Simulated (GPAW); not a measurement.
# PbSe (Clausthalite) (Fm-3m) in GPAW: single point with PBE

Aim: the single point of PbSe (Clausthalite) with PBE.

Everything below comes from runs of GPAW 26.7.0. Logs are shortened: lines on timing, memory, paths and dates and some standing lists are left out, and cuts for length are marked. The log counts tension as positive stress, the text compression.

**What was measured.**

From a printed reference work, monograph, for a bulk crystal of PbSe at 4.2 K: band gap 0.15 eV (direct).

The runs below are set against these values where they give the same quantity.

### 1 Starting point

The structure is cubic, space group Fm-3m (No. 225). Conventional cell: a = 6.121 Å, b = 6.121 Å, c = 6.121 Å, α = 90.00°, β = 90.00°, γ = 90.00°. Pb (site symmetry m-3m) is surrounded by 6 Se at 3.06 Å. Se (site symmetry m-3m) has 6 Pb at 3.06 Å as nearest neighbours.

### 2 Single point, PBE

The input, run.py:

```python
from ase.dft.bandgap import bandgap
from ase.io import read, write
from ase.units import GPa
from gpaw import GPAW, PW

atoms = read('POSCAR')

calc = GPAW(mode=PW(600),
            xc='PBE',
            kpts={'size': (8, 8, 8), 'gamma': True},
            occupations={'name': 'methfessel-paxton', 'order': 0, 'width': 0.1},
            nbands=19,
            convergence={'density': 1e-05, 'energy': 1e-05},
            maxiter=150,
            txt='gpaw.txt')
atoms.calc = calc
energy = atoms.get_potential_energy()
forces = atoms.get_forces()
stress = atoms.get_stress()
calc.write('gs.gpw')
write('result.traj', atoms)
print(f'Energy: {energy:.6f} eV')
print('Forces (eV/A):')
print(forces.round(4))
print('Stress (GPa):', (stress / GPa).round(3))
print('Fermi level:', round(calc.get_fermi_level(), 4), 'eV')
print(f'Gap: {bandgap(calc)[0]:.4f} eV, direct: {bandgap(calc, direct=True)[0]:.4f} eV')
```

The input, POSCAR:

```
PbSe
1.0
    0.0000000000      3.0606500000      3.0606500000
    3.0606500000      0.0000000000      3.0606500000
    3.0606500000      3.0606500000      0.0000000000
Pb Se
1 1
Direct
    0.0000000000      0.0000000000      0.0000000000
    0.5000000000      0.5000000000      0.5000000000
```

Potentials or basis: GPAW PAW data sets (gpaw-data 1.2.1), pw.

The run is started by

```
$ OMP_NUM_THREADS=1 python run.py
```

gpaw.txt:

```text
__  _  _
 | _ |_)|_||  |
 |__||  | ||/\| - 26.7.0

Input parameters:
  mode=PW(ecut=600.0),
  convergence={'density': 1e-05, 'energy': 1e-05},
  kpts=MonkhorstPack(size=(8, 8, 8), gamma=True),
  maxiter=150,
  nbands=19,
  occupations=Occupations(name='methfessel-paxton', order=0, width=0.1),
  xc=XC(name='PBE')

Diagonalizing LCAO Hamiltonian
Converting LCAO to pw mode

                Se

       Pb

Atoms  # Å, Bohr magnetons
|   | symbol |        x |        y |        z |    initial magnetic moments |
|---|--------|----------|----------|----------|-----------------------------|
| 0 |     Pb | 0.000000 | 0.000000 | 0.000000 | ( 0.0000,  0.0000,  0.0000) |
| 1 |     Se | 3.060650 | 3.060650 | 3.060650 | ( 0.0000,  0.0000,  0.0000) |

Unit cell  # Å
| periodic |        x |        y |        z |  lengths |    angles |
|----------|----------|----------|----------|----------|-----------|
|      yes | 0.000000 | 3.060650 | 3.060650 | 4.328413 | 60.000000 |
|      yes | 3.060650 | 0.000000 | 3.060650 | 4.328413 | 60.000000 |
|      yes | 3.060650 | 3.060650 | 0.000000 | 4.328413 | 60.000000 |

Number of symmetries: 48
Symmetry operations  # r_c * U_cc + t_c -> r_c
|    | kind |            matrix            |
|----|------|------------------------------|
|  0 |  σ   |  1, 0, 0,  1, 0,-1,  1,-1, 0 |
|  1 |  C2  |  1, 0, 0,  1,-1, 0,  1, 0,-1 |
|  2 |  E   |  1, 0, 0,  0, 1, 0,  0, 0, 1 |
|  3 |  σ   |  1, 0, 0,  0, 0, 1,  0, 1, 0 |
|  4 |  C4  |  1, 0,-1,  1, 0, 0,  1,-1, 0 |
|  5 |  S6  |  1, 0,-1,  1,-1, 0,  1, 0, 0 |
|  6 |  σ   |  1, 0,-1,  0, 1,-1,  0, 0,-1 |
|  7 |  C3  |  1, 0,-1,  0, 0,-1,  0, 1,-1 |
|  8 |  S6  |  1,-1, 0,  1, 0, 0,  1, 0,-1 |
|  9 |  C4  |  1,-1, 0,  1, 0,-1,  1, 0, 0 |
| 10 |  C3  |  1,-1, 0,  0,-1, 1,  0,-1, 0 |
| 11 |  σ   |  1,-1, 0,  0,-1, 0,  0,-1, 1 |
| 12 |  σ   |  0, 1, 0,  1, 0, 0,  0, 0, 1 |
| 13 |  C4  |  0, 1, 0,  0, 1,-1, -1, 1, 0 |
| 14 |  C3  |  0, 1, 0,  0, 0, 1,  1, 0, 0 |
| 15 |  S6  |  0, 1, 0, -1, 1, 0,  0, 1,-1 |
| 16 |  C2  |  0, 1,-1,  1, 0,-1,  0, 0,-1 |
| 17 |  σ   |  0, 1,-1,  0, 1, 0, -1, 1, 0 |
| 18 |  S4  |  0, 1,-1,  0, 0,-1,  1, 0,-1 |
| 19 |  C4  |  0, 1,-1, -1, 1, 0,  0, 1, 0 |
| 20 |  C3  |  0, 0, 1,  1, 0, 0,  0, 1, 0 |
| 21 |  σ   |  0, 0, 1,  0, 1, 0,  1, 0, 0 |
| 22 |  S6  |  0, 0, 1,  0,-1, 1, -1, 0, 1 |
| 23 |  C4  |  0, 0, 1, -1, 0, 1,  0,-1, 1 |
| 24 |  S4  |  0, 0,-1,  1, 0,-1,  0, 1,-1 |
| 25 |  C3  |  0, 0,-1,  0, 1,-1,  1, 0,-1 |
| 26 |  C2  |  0, 0,-1,  0,-1, 0, -1, 0, 0 |
| 27 |  S6  |  0, 0,-1, -1, 0, 0,  0,-1, 0 |
| 28 |  S4  |  0,-1, 1,  1,-1, 0,  0,-1, 0 |
| 29 |  C4  |  0,-1, 1,  0, 0, 1, -1, 0, 1 |
| 30 |  C2  |  0,-1, 1,  0,-1, 0,  1,-1, 0 |
| 31 |  σ   |  0,-1, 1, -1, 0, 1,  0, 0, 1 |
| 32 |  C3  |  0,-1, 0,  1,-1, 0,  0,-1, 1 |
| 33 |  S6  |  0,-1, 0,  0, 0,-1, -1, 0, 0 |
| 34 |  S4  |  0,-1, 0,  0,-1, 1,  1,-1, 0 |
| 35 |  C2  |  0,-1, 0, -1, 0, 0,  0, 0,-1 |
| 36 |  C2  | -1, 1, 0,  0, 1, 0,  0, 1,-1 |
| 37 |  S6  | -1, 1, 0,  0, 1,-1,  0, 1, 0 |
| 38 |  S4  | -1, 1, 0, -1, 0, 1, -1, 0, 0 |
| 39 |  C3  | -1, 1, 0, -1, 0, 0, -1, 0, 1 |
| 40 |  S6  | -1, 0, 1,  0, 0, 1,  0,-1, 1 |
| 41 |  C2  | -1, 0, 1,  0,-1, 1,  0, 0, 1 |
| 42 |  C3  | -1, 0, 1, -1, 1, 0, -1, 0, 0 |
| 43 |  S4  | -1, 0, 1, -1, 0, 0, -1, 1, 0 |
| 44 |  C2  | -1, 0, 0,  0, 0,-1,  0,-1, 0 |
| 45 |  i   | -1, 0, 0,  0,-1, 0,  0, 0,-1 |
| 46 |  σ   | -1, 0, 0, -1, 1, 0, -1, 0, 1 |
| 47 |  C2  | -1, 0, 0, -1, 0, 1, -1, 1, 0 |

BZ-sampling:
  Number of BZ points: 512
  Number of IBZ points: 29

  Monkhorst-Pack size: [8, 8, 8]
  Monkhorst-Pack shift: [0.0625, 0.0625, 0.0625]

K-points  # in reciprocal-cell coordinates
|     |                                coordinates |     weight |
|-----|--------------------------------------------|------------|
|   0 | (  0.00000000,   0.00000000,   0.00000000) | 0.00195312 |
|   1 | (  0.12500000,   0.12500000,   0.00000000) | 0.01171875 |
|   2 | (  0.12500000,   0.12500000,   0.12500000) | 0.01562500 |
|   3 | (  0.25000000,   0.12500000,   0.12500000) | 0.02343750 |
|   4 | (  0.25000000,   0.25000000,   0.00000000) | 0.01171875 |
|   5 | (  0.25000000,   0.25000000,   0.12500000) | 0.04687500 |
|   6 | (  0.25000000,   0.25000000,   0.25000000) | 0.01562500 |
|   7 | (  0.37500000,   0.25000000,  -0.37500000) | 0.04687500 |
|   8 | (  0.37500000,   0.25000000,   0.12500000) | 0.04687500 |
|   9 | (  0.37500000,   0.25000000,   0.25000000) | 0.04687500 |
| ... |                                            |            |
|  28 | (  0.50000000,   0.50000000,   0.50000000) | 0.00781250 |

Plane wave coefficients: 1930
Cutoff: 600.0 eV

Spin-components: 1 (collinear spins)
Bands:           19
Projectors:      11
Spin-degeneracy: 2
Datatype:        complex128

Parallelization:
  kpt:    1
  domain: 1
  band:   1

Density:
  Valence electrons: 20.0
  Components: 1
  Grid points: [25 25 25]
  Charge: 0.0  # |e|

Potential:
  Grid points: [25 25 25]

species:
  Pb:
    name:    Lead
    Z:       82.0
    valence: 14
    core:    68
    charge:  0.0  # [|e|]
    compensation charges:
      type: gauss
      rc: 0.38  # [Å]
      lmax: 2
    cutoffs:
      filter: 2.36  # [Å]
      core: 2.43  # [Å]
    projectors
    | kind |    occ | energy [eV] | rcut [Å] |
    |------|--------|-------------|----------|
    |   6s |  2.000 |     -11.969 |    1.259 |
    |   6p |  2.000 |      -3.506 |    1.275 |
    |   5d | 10.000 |     -21.211 |    1.217 |
    |    s |        |      15.243 |    1.259 |
    |    p |        |      23.705 |    1.275 |
    |    d |        |       6.001 |    1.217 |

    Using partial waves for Pb as LCAO basis

  Se:
    name:    Selenium
    Z:       34.0
    valence: 6
    core:    28
    charge:  0.0  # [|e|]
    compensation charges:
      type: gauss
      rc: 0.27  # [Å]
      lmax: 2
    cutoffs:
      filter: 1.77  # [Å]
      core: 2.67  # [Å]
    projectors
    | kind |    occ | energy [eV] | rcut [Å] |
    |------|--------|-------------|----------|
    |   4s |  2.000 |     -17.277 |    0.847 |
    |   4p |  4.000 |      -6.512 |    1.005 |
    |    s |        |       9.935 |    0.847 |
    |    p |        |      20.699 |    1.005 |
    |    d |        |       0.000 |    0.847 |

    Using partial waves for Se as LCAO basis

Reference energy: -633377.995495  # eV

eigensolver:
  PPCG
  Converge bands: occupied
  niter=2

density mixing:
  MSR1-Mixer
  Pratt-step length: 0.05
  Maximum mixing coefficient: 0.75
  Old densities: 10
  SVD Regularization: 0.005
  Good broyden scale: 1.0
  Trust region scale: 1.0
  Backstep threshold: 4.0
  History deletion threshold: 6.0
  Fourier metric: weight=20.0, sigma=0.015

occupation numbers:
  Methfessel-Paxton:
    width: 0.1000  # eV
    order: 0

poisson solver:
  ecut: 4800.0  # eV

xc functional:
  name: PBE with 2 nearest neighbor stencil

convergence criteria:
- Maximum integral of absolute [dens]ity change: 1e-05 electrons / valence electron
- Maximum [total energy] change in last 3 cyles: 1e-05 eV / valence electron
- Maximum integral of absolute [eigenst]ate change: 4e-08 eV^2 / valence electron
maximum number of iterations: 150

SCF iterations
|iter     | |      energy | eigst |  dens |
|---------|-|-------------|-------|-------|
|iter:   1| |   -8.650817 | -0.26 |       |
|iter:   2| |   -8.591117 | -2.07 | -1.23 |
|iter:   3| |   -8.397206 | -1.90 | -1.28 |
|iter:   4| |   -8.398842 | -3.76 | -1.89 |
|iter:   5| |   -8.399522 | -4.32 | -2.29 |
|iter:   6| |   -8.399549 | -5.59 | -3.23 |
|iter:   7| |   -8.399552c| -6.71 | -3.76 |
|iter:   8| |   -8.399552c| -7.69c| -4.47 |
|iter:   9| |   -8.399552c| -7.80c| -5.22c|

Converged in 9 steps
Energy contributions relative to reference atoms: (reference = -633377.995495)

Energy contributions:
  Kinetic:          19.949031
  Coulomb:         -20.075452
  Zero:             -0.062278
  External:          0.000000
  Xc:               -8.210751
  Entropy:          -0.000205
  Spinorbit:         0.000000
  ----------------------------
  Free energy:      -8.399655
  Extrapolated:     -8.399552

dipole moment: (-25.873935, -25.873935, -25.873935)  # |e|*Ang

Fermi level: 6.264
Eigenvalues  # (at kpt = [0.000, 0.000, 0.000])
| band index |      eig [eV] | occ [0-2] |
|------------|---------------|-----------|
|          0 |       -10.722 |     2.000 |
|        ... |               |           |
|          2 |       -10.720 |     2.000 |
|          3 |       -10.720 |     2.000 |
|          4 |       -10.720 |     2.000 |
|          5 |        -7.476 |     2.000 |
|          6 |        -0.128 |     2.000 |
|          7 |         4.216 |     2.000 |
|          8 |         4.216 |     2.000 |
|          9 |         4.216 |     2.000 |
|         10 |        10.792 |     0.000 |
|         11 |        10.792 |     0.000 |
|         12 |        10.792 |     0.000 |
|         13 |        12.630 |     0.000 |
|         14 |        12.630 |     0.000 |
|         15 |        12.630 |     0.000 |
|         16 |        14.308 |     0.000 |
|         17 |        14.532 |     0.000 |
|         18 |        15.113 |     0.000 |

Gap: 0.242 eV
Transition (v -> c):
  (s=0, k=28, n=9, [0.50, 0.50, 0.50]) -> (s=0, k=28, n=10, [0.50, 0.50, 0.50])
No difference between direct/indirect transitions

Forces  # eV/Ang
|        x |       y |       z |
|----------|---------|---------|
| -0.00000 | 0.00000 | 0.00000 |  # Pb   0
| -0.00000 | 0.00000 | 0.00000 |  # Se   1

Stress tensor  # eV/Ang^3
|         x |         y |         z |
|-----------|-----------|-----------|
| -0.013821 | -0.000000 | -0.000000 |
| -0.000000 | -0.013821 |  0.000000 |
| -0.000000 |  0.000000 | -0.013821 |

# Writing to gs.gpw (mode='')
```

Wall time 18 s (1 thread of Arm Neoverse V1, shared host); peak memory 0.17 GiB.

What came out:

- Free energy: -8.3997 eV
- Pressure: 2.2 GPa
- Band gap on the k mesh: 0.24 eV, direct

Levels at points of the mesh, in eV from the valence-band top:
```tsv
k point	band 8	band 9	band 10	band 11	band 12	band 13
(0.00, 0.00, 0.00)	-1.93	-1.93	-1.93	4.65	4.65	4.65
(0.50, 0.50, 0.00)	-5.03	-3.28	-3.28	3.66	5.55	5.55
(0.50, 0.50, 0.50)	-1.51	-1.51	0.00	0.24	1.64	1.64
```

Caveat: spin-orbit coupling is left out, which as a rule narrows the gap of such compounds by several tenths of an eV.

### 3 Comparison with measurements

Step 2. Against the measured gap of PbSe, 0.15 eV (direct; 4.2 K; a printed reference work, monograph), the calculated 0.24 eV is off by +0.09 eV. 2 values of this kind are on record (0.15 to 0.28 eV); this one was drawn at random. Spin-orbit coupling on Pb, Se is left out. The value is that of PBE on a finite k mesh, which can miss the band edges, without temperature or zero-point motion.
